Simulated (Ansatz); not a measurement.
# Formation energy and levels of the substitutional impurity Lu_Si in Si3N4 (P6_3/m)

Wanted: the transition levels of a substitutional impurity in Si3N4 (P6_3/m), from a cell of 126 host atoms with 1 Si taken out and 1 Lu put in.

Main program and level: Ansatz 0.2.0; place-levels on PBEsol runs: charge-transition levels and formation energies with image-charge correction and potential alignment at the atomic sites; PAW set soft_1.

## (1) The starting structure

The cell holds 126 atoms: 53 Si, 72 N and 1 Lu. Cell: a = 13.206 Å, b = 13.206 Å, c = 8.731 Å, α = 90.0°, β = 90.0°, γ = 120.0°. It derives from Si3N4 (space group P6_3/m). Nearest the centre at fractional (0.353, 0.473, 0.583): Lu44 at 0.00 Å, N62 at 1.73 Å, N113 at 1.74 Å, N71 at 1.74 Å, N67 at 1.74 Å, Si86 at 2.91 Å, Si2 at 2.91 Å, Si56 at 3.00 Å.

Screening for the image-charge correction: ε∞ = (4.29, 4.29, 4.37), ε0 = (8.29, 8.29, 8.25), from a response run on this crystal (DFPT, PBEsol) at that run's own cell.

The cell's shortest repeat is 8.7 Å.

## (2) What was run first

A transition level is the Fermi level at which two charge states cost the same, so each charge needs its own total energy, at its own relaxed structure.

Random displacements of about 0.05 Å break the site symmetry at the start, so that the relaxation can reach a distorted minimum if there is one. Forces are taken at one point at (¼, ¼, ¼). The cell holds 1 electron more than the neutral one, with a uniform background that keeps it neutral on the whole.

The sampling was tested on the host first: at the k-points planned (1x1x1 shifted 0.25 0.25 0.25) its energy lies 0.000 eV an atom from the dense-mesh value, under the bound of 0.02 eV set for this test; that bounds the host's error, not the defect's.

One of the inputs; charge, spin and start change from state to state.

qm1.relax/input.yaml

```yaml
crystal:
  lattice:
    - [11.43668588, 6.60297367, 0.0]
    - [-11.43668588, 6.60297367, 0.0]
    - [0.0, 0.0, 2.91025578]
  atoms:
    - { symbol: Si, position: [0.01950046, 0.80655545, 0.75] }
    - { symbol: Si, position: [0.3528338, 0.47322211, 0.75] }
    - { symbol: Si, position: [0.68616713, 0.13988878, 0.75] }
    - { symbol: Si, position: [0.21294502, 0.01950046, 0.25] }
    - { symbol: Si, position: [0.54627835, 0.68616713, 0.25] }
    - { symbol: Si, position: [0.87961168, 0.3528338, 0.25] }
    - { symbol: Si, position: [0.13988878, 0.45372165, 0.25] }
    - { symbol: Si, position: [0.47322211, 0.12038832, 0.25] }
    - { symbol: Si, position: [0.80655545, 0.78705498, 0.25] }
    - { symbol: Si, position: [0.19344455, 0.21294502, 0.75] }
    - { symbol: Si, position: [0.52677789, 0.87961168, 0.75] }
    - { symbol: Si, position: [0.86011122, 0.54627835, 0.75] }
    - { symbol: Si, position: [0.12038832, 0.6471662, 0.75] }
    - { symbol: Si, position: [0.45372165, 0.31383287, 0.75] }
    - { symbol: Si, position: [0.78705498, 0.98049954, 0.75] }
    - { symbol: Si, position: [0.31383287, 0.86011122, 0.25] }
    - { symbol: Si, position: [0.6471662, 0.52677789, 0.25] }
    - { symbol: Si, position: [0.98049954, 0.19344455, 0.25] }
    - { symbol: "N", position: [0.0, 0.66666667, 0.75] }
    - { symbol: "N", position: [0.33333333, 0.33333333, 0.75] }
    - { symbol: "N", position: [0.66666667, 0.0, 0.75] }
    - { symbol: "N", position: [0.0, 0.33333333, 0.25] }
    - { symbol: "N", position: [0.33333333, 0.0, 0.25] }
    - { symbol: "N", position: [0.66666667, 0.66666667, 0.25] }
    - { symbol: "N", position: [0.21345843, 0.45653274, 0.75] }
    - { symbol: "N", position: [0.54679176, 0.12319941, 0.75] }
    - { symbol: "N", position: [0.8801251, 0.78986608, 0.75] }
    - { symbol: "N", position: [0.09025902, 0.8801251, 0.25] }
    - { symbol: "N", position: [0.42359235, 0.54679176, 0.25] }
    - { symbol: "N", position: [0.75692569, 0.21345843, 0.25] }
    - { symbol: "N", position: [0.12319941, 0.57640765, 0.25] }
    - { symbol: "N", position: [0.45653274, 0.24307431, 0.25] }
    - { symbol: "N", position: [0.78986608, 0.90974098, 0.25] }
    - { symbol: "N", position: [0.21013392, 0.09025902, 0.75] }
    - { symbol: "N", position: [0.54346726, 0.75692569, 0.75] }
    - { symbol: "N", position: [0.87680059, 0.42359235, 0.75] }
    - { symbol: "N", position: [0.1198749, 0.21013392, 0.25] }
    - { symbol: "N", position: [0.45320824, 0.87680059, 0.25] }
    - { symbol: "N", position: [0.78654157, 0.54346726, 0.25] }
    - { symbol: "N", position: [0.24307431, 0.78654157, 0.75] }
    - { symbol: "N", position: [0.57640765, 0.45320824, 0.75] }
    - { symbol: "N", position: [0.90974098, 0.1198749, 0.75] }
  supercell: [1, 1, 3]
  defects: [{ substitution: { at: 43, symbol: Lu } }]
total_charge: -1
basis:
  ecutwfc: 420
  xc_grid: 2
hamiltonian:
  xc: pbesol
  pseudopotentials: { kind: paw, azcp: { folder: soft_1 }, xc_functional: pbe }
kpoints:
  mp_grid: { grid: [1, 1, 1], shift: [0.25, 0.25, 0.25] }
scf:
  occupations: { method: fixed }
  max_iter: 60
output:
  forces: true
  charged_corrections: { epsilon: [4.29, 4.29, 4.37], static_epsilon: [8.29, 8.29, 8.25] }
relax:
  f_tol: 0.02
  max_steps: 80
  random_displacement: { amplitude: 0.05, seed: 6700 }
checkpoint:
  write: "../qm1.relax.run"
  compress: false
  write_wavefunctions: true
  write_every: 100000
```

The run is started by

```bash
$ ansatz run input.yaml --threads 4 --pin off --max-ram 15073MiB --backend cpu --events-out ev --progress --plain --runs-dir out
```

Defect states can disperse in a cell of this size, so the energy is taken again at a 2×2×2 shifted mesh, on the relaxed structure.

The run of this state that the levels use, under PBEsol:

qm1.point/input.yaml

```yaml
crystal:
  checkpoint: "../qm1.relax.run"
  host: checkpoint
total_charge: -1
basis:
  ecutwfc: 420
  xc_grid: 2
hamiltonian:
  xc: pbesol
  pseudopotentials: { kind: paw, azcp: { folder: soft_1 }, xc_functional: pbe }
kpoints:
  mp_grid: { grid: [2, 2, 2], shift: [0.5, 0.5, 0.5] }
scf:
  occupations: { method: fermi_dirac, width: 0.01 }
  max_iter: 60
output:
  forces: true
  eigenvalues: true
  charged_corrections:
    epsilon: [4.29, 4.29, 4.37]
    static_epsilon: [8.29, 8.29, 8.25]
    defect_position: [0.352834, 0.473222, 0.583333]
  eigenstates: { localisation: true }
  populations: true
  band_densities: [{ bands: [v1, v1] }, { bands: [c1, c1] }]
  write_density: true
  write_potential: true
  volumetric_format: npy
checkpoint:
  read: "../qm1.relax.run"
  write: "../qm1.point.run"
  compress: false
  write_wavefunctions: false
  write_every: 100000
```

Relaxations under PBEsol at one point at (¼, ¼, ¼); times on 4 threads of Intel Xeon Platinum 8259CL at 2.50GHz (Skylake/Cascade Lake), shared host:

```csv
charge,moment (μB),occupations,outcome,steps,largest displacement against the far atoms (Å),time
−1,0,fixed,converged,6,0.37,2.5 min
0,1,fixed,not converged,1,-,3.8 min
0,1,fermi-dirac,converged,8,0.39,8.1 min
+1,0,fixed,converged,7,0.41,3.4 min
+1,2,fixed,converged,8,0.41,8.6 min
```

Single points under PBEsol at a 2×2×2 shifted mesh; times on 4 threads of Intel Xeon Platinum 8259CL at 2.50GHz (Skylake/Cascade Lake), shared host:

```csv
charge,moment (μB),occupations,outcome,time
−1,0,fermi-dirac,converged,2.3 min
0,1,fermi-dirac,converged,7 min
+1,0,fermi-dirac,converged,3.4 min
+1,2,fermi-dirac,converged,6.2 min
```

Distances (Å) from Lu44 to the nearest atoms after relaxation with PBEsol:

```csv
charge,moment (μB),1.,2.,3.,4.,5.,6.
−1,0,N 2.04,N 2.04,N 2.06,N 2.07,N 2.87,Si 2.95
0,1,N 2.04,N 2.04,N 2.06,N 2.07,N 2.84,Si 2.95
+1,0,N 2.04,N 2.04,N 2.06,N 2.08,N 2.83,Si 2.96
+1,2,N 2.04,N 2.04,N 2.07,N 2.08,N 2.83,Si 2.95
```

## (3) Placing the levels, PBEsol

A charged cell interacts with its images and the background, and its potential has another zero than the host's. place-levels removes the first by a point-charge model, screened by the static dielectric constant since the ions have relaxed around the charge, and the second by comparing potentials at atoms far from the defect.

The host is a run of the defect-free crystal in the same cutoffs, grids and k-points, so that basis and sampling errors cancel in part in the differences. Its band edges come from a run of the primitive cell that searches the zone for them. The host is run in a cell of 42 atoms on a matching mesh. Chemical potentials are energies per atom of Si (diamond) and Lu (hcp), run with the same functional and cutoff.

levels.point.yaml

```yaml
host:
  run: host.point.run
  levels_from: { run: edges.point.run }
states: [qm1.point.run, q0_M1.point.run, qp1.point.run, qp1_M2.point.run]
geometry_from:
  qm1.point.run: qm1.relax.run
  q0_M1.point.run: q0_M1.relax_smeared.run
  qp1.point.run: qp1.relax.run
  qp1_M2.point.run: qp1_M2.relax.run
  host.point.run: host.relax.run
chemical_potentials:
  Si:
    energy: -621.49341
    dataset: <sha256 of the dataset>
  Lu:
    energy: -14612.10159
    dataset: "<sha256 of the dataset>"
epsilon: [4.29, 4.29, 4.37]
static_epsilon: [8.29, 8.29, 8.25]
vertical:
  - { from: qm1.point.run, to: qm1.point_neutral.run }
  - { from: qp1.point.run, to: qp1.point_neutral.run }
  - { from: qp1_M2.point.run, to: qp1_M2.point_neutral.run }
```

The run is started by

```bash
$ ansatz place-levels levels.point.yaml -- --threads 4 --pin off --max-ram 15073MiB
```

Numbers of over 12 decimals in the logs are rounded to 6 here.

Output:

```text
[... repeated set-up lines and file paths are left out, and long positions are rounded to six places ...]
(+1/0) 0.012 eV beneath the valence edge (-0.265 eV without the band-filling correction), in the valence band
(0/-1) 0.113 eV above the valence edge, 4.073 eV under the conduction edge
formation energy of charge +1: +3.147 eV with the Fermi level at the valence edge
formation energy of charge 0: +3.135 eV with the Fermi level at the valence edge
formation energy of charge -1: +3.248 eV with the Fermi level at the valence edge
vertical -1 to 0: no energy, since no alignment is typed
  the change from vertical[0].from (qm1.point.run) to vertical[0].to (qm1.point_neutral.run): by its potential at epsilon [4.29, 4.29, 4.37] it stands at 0.365 0.407 0.584, with an rms radius of about 5.6 Å (3.5 3.2 3.0 Å across the planes of the cell's [...]
vertical +1 to 0: no energy, since no alignment is typed
  the change from vertical[1].from (qp1.point.run) to vertical[1].to (qp1.point_neutral.run): by its potential at epsilon [4.29, 4.29, 4.37] it stands at 0.289 0.533 0.570, with an rms radius of about 7.4 Å (5.3 3.9 3.4 Å across the planes of the cell's [...]
vertical +1 to 0: no energy, since no alignment is typed
  the change from vertical[2].from (qp1_M2.point.run) to vertical[2].to (qp1_M2.point_neutral.run): by its potential at epsilon [4.29, 4.29, 4.37] it stands at 0.321 0.458 0.592, with an rms radius of about 6.0 Å (3.9 3.4 3.1 Å across the planes of the cell's [...]
  edges by pbesol of host.levels_from (edges.point.run), its mesh sampled to repeats of 26.19 Å (the valence edge +0.130 eV and the conduction edge -0.336 eV from those of the host's own run), gap 4.186 eV; the host is sampled to repeats of 26.41 Å
  the defect's cells are sampled to repeats of 26.41 Å, like sampling
  charge +1: -74959.7187 eV with its correction of +0.303 eV, at epsilon [8.29, 8.29, 8.25], aligned at sites: +0.0849 eV, mean over 89 atomic sites at or beyond 4.37 Å from the defect at [0.3528, 0.4732, 0.5833], with +0.000000 for the charge's moments and [...]
  states[2] (qp1.point.run): levels filled in part (TS 0.013 eV): its energy is of no whole electron's
  charge 0: +0.000 eV for its dipole among its images, +0.000 omitted
  states[1] (q0_M1.point.run): levels filled in part (TS 0.007 eV): its energy is of no whole electron's
  charge -1: -74943.6270 eV with its correction of -0.011 eV, at epsilon [8.29, 8.29, 8.25], aligned at sites: +0.2292 eV, mean over 89 atomic sites at or beyond 4.37 Å from the defect at [0.3528, 0.4732, 0.5833], with +0.000000 for the charge's moments and [...]
  charge +1: states[3] (qp1_M2.point.run) stands 0.023 eV higher, with a moment of 2.00 μB against 0.00
  of states[2] (qp1.point.run): it parts from the run at its places by a charge that spreads by about 5.3 Å along one vector (2 Å or more is wide), by its potential at epsilon [4.29, 4.29, 4.37], taken for that of held ions (one typed too small widens it), [...]
  of states[0] (qm1.point.run): it parts from the run at its places by a charge that spreads by about 3 Å along one vector (1.5 Å or more is wide), by its potential at epsilon [4.29, 4.29, 4.37], taken for that of held ions (one typed too small widens it), [...]
  of states[3] (qp1_M2.point.run): it parts from the run at its places by a charge that spreads by about 3.1 Å along one vector (1.5 Å or more is wide), by its potential at epsilon [4.29, 4.29, 4.37], taken for that of held ions (one typed too small widens [...]
  of vertical[0].from (qm1.point.run): it parts from the run at its places by a charge that spreads by about 3 Å along one vector (1.5 Å or more is wide), by its potential at epsilon [4.29, 4.29, 4.37], taken for that of held ions (one typed too small widens [...]
  vertical[0].to (qm1.point_neutral.run): levels filled in part (TS 0.004 eV): its energy is of no whole electron's
  of vertical[0].to (qm1.point_neutral.run): its moments are held at its close (magnetization.spin_locking), by a field of 0.003 eV a Bohr magneton, and its energy and levels are of the state that this holds: a run that lets them go can end lower
  vertical[1].from (qp1.point.run): levels filled in part (TS 0.013 eV): its energy is of no whole electron's
  of vertical[1].from (qp1.point.run): it parts from the run at its places by a charge that spreads by about 5.3 Å along one vector (2 Å or more is wide), by its potential at epsilon [4.29, 4.29, 4.37], taken for that of held ions (one typed too small widens [...]
  vertical[1].to (qp1.point_neutral.run): levels filled in part (TS 0.007 eV): its energy is of no whole electron's
  of vertical[2].from (qp1_M2.point.run): its moments are held at its close (magnetization.spin_locking), by a field of 0.010 eV a Bohr magneton, and its energy and levels are of the state that this holds: a run that lets them go can end lower; [...]
  vertical[2].to (qp1_M2.point_neutral.run): levels filled in part (TS 0.008 eV): its energy is of no whole electron's
  of vertical[2].to (qp1_M2.point_neutral.run): it set out from the moments of a save, which an earlier run chose (saved_moments_taken)
```

Elapsed: 0.98 s, on 4 threads of Intel Xeon Platinum 8259CL at 2.50GHz (Skylake/Cascade Lake), shared host.

Levels between the charges placed, in eV above the valence top:

```csv
,gap (eV),(+1/0),(0/−1)
PBEsol,4.19,-0.01,0.11
```

Corrections by state:

```csv
charge,moment (μB),image terms and alignment (eV),band filling (eV),ε used,"over the lowest of its charge, as the program ranks them, band filling apart (eV)"
+1,0.0,0.303,-0.253,"principal values (8.25, 8.29, 8.29)",0.000
0,1.0,0.000,-,-,0.000
−1,0.0,-0.011,-,"principal values (8.25, 8.29, 8.29)",0.000
+1,2.0,0.318,-,"principal values (8.25, 8.29, 8.29)",0.023
```

The charged structures listed were also run neutral, and place-levels reads from each pair, by the potential or the spins, how wide the charge is by which they differ; that can be the carrier of either run.

```csv
charge,rms radius (Å),spread where it is widest against the cell (Å),wide from (Å),reading
+1,7.4,5.30,1.98,wide
−1,5.6,3.02,1.51,wide
```

The neutral runs of these pairs need not share the spin of the lowest neutral state, and very wide values only mean spread over the cell.

From the program's caveats on the states, each cut to its opening words:

- charge +1: it parts from the run at its places by a charge that spreads by about 5.3 Å along one vector (2 Å or more is wide), by its potential at epsilon [4.29, 4.29, [...]
- charge +1: a band-filling correction moves a carrier to the host's band edge, which changes its energy by -0.253 eV
- charge +1: its alignment with the host at atomic sites is doubtful: the mean over the far sites moves by +0.0662 eV from their farther parts to their nearer, more than [...]
- charge +1: the host's ions (past the first shell or, of a walk that freed a part, those that it held) aren't shown at rest: they stand up to 0.225 Å off their sites, 2.64 [...]
- charge −1: it parts from the run at its places by a charge that spreads by about 3 Å along one vector (1.5 Å or more is wide), by its potential at epsilon [4.29, 4.29, [...]
- charge +1 (2 μB): it parts from the run at its places by a charge that spreads by about 3.1 Å along one vector (1.5 Å or more is wide), by its potential at epsilon [4.29, 4.29, [...]
- charge +1 (2 μB): its alignment with the host at atomic sites is doubtful: the mean over the far sites moves by +0.0593 eV from their farther parts to their nearer, more than [...]
- charge +1 (2 μB): its moments are held at its close (magnetization.spin_locking), by a field of 0.010 eV a Bohr magneton, and its energy and levels are of the state that this [...]

The host's formation energy from the elements is -1.218 eV per atom; it sets how far the chemical potentials can move.

Limit set by the element alone; other compounds of these elements are not counted. Chemical potentials from the elements' reference states: N 0.00 eV, Si -2.84 eV, Lu 0.00 eV. Formation energy by charge state (N-rich; gap 4.19 eV):

```csv
charge,at valence top (eV),at conduction bottom (eV),correction included (eV)
+1,0.31,4.49,0.05
0,0.29,0.29,0.00
−1,0.41,-3.78,-0.01
```

```csv
Fermi level (eV),lowest formation energy (eV)
0.00,0.29
0.38,0.03
0.76,-0.35
1.14,-0.73
1.52,-1.11
1.90,-1.49
2.28,-1.88
2.67,-2.26
3.05,-2.64
3.43,-3.02
3.81,-3.40
4.19,-3.78
```

Limit set by the element alone; other compounds of these elements are not counted. Chemical potentials from the elements' reference states: Si 0.00 eV, N -2.13 eV, Lu 0.00 eV. Formation energy by charge state (Si-rich; gap 4.19 eV):

```csv
charge,at valence top (eV),at conduction bottom (eV),correction included (eV)
+1,3.15,7.33,0.05
0,3.13,3.13,0.00
−1,3.25,-0.94,-0.01
```

Fermi level (eV), lowest formation energy (eV) and a bar from the least value:
```
     0.00       3.13 ##############################
     0.38       2.87 ############################
     0.76       2.49 #########################
     1.14       2.11 ######################
     1.52       1.73 ####################
     1.90       1.35 #################
     2.28       0.96 ##############
     2.67       0.58 ###########
     3.05       0.20 ########
     3.43      -0.18 ######
     3.81      -0.56 ###
     4.19      -0.94
```

## (4) Summary of results

```json
{"gap of the host": "4.19 eV (PBEsol)", "level (plus 1/0)": "0.01 eV below the valence top (-0.27 eV above the valence top without the band-filling term)", "level (0/minus 1)": "0.11 eV above the valence top", "lowest of the charges placed, just above the valence top (0.02 eV)": "0", "lowest of the charges placed, just below the conduction bottom (0.02 eV)": "−1", "lowest formation energy at mid-gap of the charges run, N-rich": "-1.69 eV", "lowest formation energy at mid-gap of the charges run, Si-rich": "1.15 eV"}
```

What this shows: Of the charges placed (−1, 0 and +1), the lowest changes at 0.11 eV (0/−1) above the valence top, in a gap of 4.19 eV. (0/−1) lies 0.11 eV from a band edge, less than the doubt on such levels. Charges below −1 were not placed, so these runs say nothing of levels that involve them. States placed: +1 at 0 μB and 2 μB; 0 at 1 μB; −1 at 0 μB. Other spin states or structures, where not listed, weren't placed. The program finds carriers beyond a band edge of the host and adds a band-filling term at charge +1 (-0.25 eV); steps to such a charge show no bound level, and a defect level inside a band would be read the same way. Lu is taken at its element; compounds, which aren't counted here, bound the chemical potentials and would shift these formation energies. The program doubts the alignment of potentials for at least one state, a sign that the cell is small. Keep in mind: the images are only 8.7 Å apart; PBEsol makes the gap too small and tends to spread out bound carriers; where a gas molecule sets a chemical potential or the host's formation energy, its binding is uncorrected; spin–orbit coupling, which can matter with heavy atoms, is left out; force components of up to 0.17 eV/Å remain in a run at the final settings.

[Logs are printed without paths, hosts, clocks, repeated set-up lines and the standing remarks that a program may print on its own settings, such as how far it seeks lower states.]

[Hosts, paths, dates, database ids (printed as entryN), source tags and the programs' standing remarks are cut or masked in the printed files.]

[Where a table of states has a column of steps, it counts the stored structures, which are thinned; the runs took as many ionic steps or more.]

[A defect's name tells the site on which it was built; relaxed atoms can leave that site.]

[For some hosts the program warned that the k-mesh of the response run may be too coarse for force constants and the static dielectric constant; such warnings are not shown here.]
